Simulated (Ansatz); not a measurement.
## LiF (Fm-3m)

Theory: DFT PBE, scalar-relativistic, plane waves, PAW (Ansatz 0.2.0).

Plane waves to 420 eV, a k mesh through Γ of 10×10×10 on the computed 2-atom cell and Gaussian smearing (0.02 eV); no spin polarisation.

The structure is relaxed at this level of theory with its symmetry kept, and needn't be the ground state of this composition.

```cif
data_structure
_symmetry_space_group_name_H-M 'P 1'
_symmetry_Int_Tables_number 1
_cell_length_a 2.8760
_cell_length_b 2.8760
_cell_length_c 2.8760
_cell_angle_alpha 60.000
_cell_angle_beta 60.000
_cell_angle_gamma 60.000
_cell_volume 16.82
loop_
_atom_site_label
_atom_site_type_symbol
_atom_site_fract_x
_atom_site_fract_y
_atom_site_fract_z
_atom_site_occupancy
Li1 Li 0.00000 0.00000 0.00000 1
F1 F 0.50000 0.50000 0.50000 1
```

```json
{
 "Space group": "Fm-3m (No. 225)",
 "Volume per atom": "8.41 Å³",
 "Formation energy from the elements' standard states (uncorrected)": "-2.945 eV/atom",
 "Kohn–Sham band gap": "8.83 eV",
 "Orbital (Löwdin) character of the top 1 eV of the valence band": "F 2p 99 %",
 "Orbital (Löwdin) character of the lowest 1 eV of the conduction band": "Li 2s 63 %, F 2s 24 %, unprojected 9 %",
 "Bader charge by site (e)": "Li (1 in the cell) 0.90, F (1 in the cell) -0.90"
}
```

The cell was relaxed from a distorted copy of a database structure. Kohn–Sham gaps at this level usually fall short of measured ones. Löwdin shares on free-atom orbitals overweight diffuse shells in the empty bands.
